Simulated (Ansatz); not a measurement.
All numbers below come from DFT PBE, scalar-relativistic, plane waves, PAW (Ansatz 0.2.0). Settings: cutoff 420 eV, Γ-centred meshes spaced at most about 0.3 Å⁻¹, and about 0.25 Å⁻¹ or finer for metals (2π included), Gaussian smearing. No spin polarisation.

All energies are static (0 K, no zero-point motion).

Two forms of Hf₃H₄ were relaxed alike.

1.

Space group Immm (No. 71). a = 3.276 Å, b = 4.711 Å, c = 9.996 Å, α = 90.00°, β = 90.00°, γ = 90.00°
```csv
atom,site,symmetry,x,y,z
Hf,4j,mm2,0.0000,0.5000,0.8442
Hf,2b,mmm,0.5000,0.0000,0.0000
H,8l,m..,0.5000,0.2456,0.8324
```

2.

Space group P-3m1 (No. 164). a = 3.318 Å, b = 3.318 Å, c = 8.129 Å, α = 90.00°, β = 90.00°, γ = 120.00°
| atom | site | symmetry | x | y | z |
| --- | --- | --- | --- | --- | --- |
| Hf | 2d | 3m. | 0.3333 | 0.6667 | 0.6718 |
| Hf | 1a | -3m. | 0.0000 | 0.0000 | 0.0000 |
| H | 2d | 3m. | 0.3333 | 0.6667 | 0.9196 |
| H | 2d | 3m. | 0.3333 | 0.6667 | 0.4195 |

Question: Which form is favoured at zero pressure, and by what margin per atom?

Answer: Cell 1 is lower, by 19 meV/atom. Cell 1 has space group Immm (No. 71), 11.0 Å³/atom and no gap on its mesh; cell 2 has space group P-3m1 (No. 164), 11.1 Å³/atom and no gap. Counting H atoms around Hf (those within 1.25 times the shortest such distance or 1.15 times the sum of covalent radii, 1.27 where that leaves under three; a slash parts the counts of unlike sites), cell 1 has Hf 4/6 and cell 2 has Hf 5/6. Both come from invented guesses.

The k mesh leaves some 4 meV/atom of noise in the energy of each metallic cell. Spin–orbit coupling, which can matter for Hf, is left out. With hydrogen, zero-point motion can shift such differences by 10 meV/atom or more. Cells relaxed within their symmetry can be saddle points.
